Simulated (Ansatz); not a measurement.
A crystal relaxed with r2SCAN+rVV10 in Ansatz has space group P-3m1 (No. 164) and a = 4.247 Å, c = 6.895 Å.

```
atom  site       x       y       z
  Cd    1a  0.0000  0.0000  0.0000
  Xx    2d  0.3333  0.6667  0.2494
```

r2SCAN gives an indirect gap of 2.78 eV, from k = (-0.120, 0.120, 0.214) to k = (0, 0.456, 0.359); the least direct gap is 3.15 eV at k = (0, 0.417, 1/4). The HSE06 gap is indirect, 3.28 eV (k = (-0.120, 0.120, 0.214) to k = (0, 0.456, 0.359)), below the direct gap of 3.65 eV at Γ. The PBE0 gap is indirect, 3.97 eV (k = (-0.120, 0.120, 0.214) to k = (0, 0.456, 0.359)), below the direct gap of 4.32 eV at Γ. Meshes: r2SCAN 12×12×4, HSE06 6×6×4, PBE0 6×6×4. r2SCAN's ε∞ is 5.1 along x and y, 4.3 along z.

Task: Which element is Xx?
A. Cl
B. H
C. I
D. Br

Result: C. Xx is I: CdI₂, CdI₂ type. Cd is surrounded by 6 I at 2.99 Å; I is surrounded by 3 Cd at 2.99 Å.

(Simulation; spin polarisation is off.)

No spin-orbit coupling is included; it can move band edges with weight on the heavy atoms by tenths of an eV.

Where an edge lies off the special points, it is a point of the mesh or the k point where a search put PBE's edge or least direct gap, reused for the other functionals, whose own edges may lie a little apart.

Coordinates of k points refer to the reciprocal vectors of the primitive cell of the runs.

The meshes of the hybrids are coarse, so their gaps aren't converged to the digits shown.
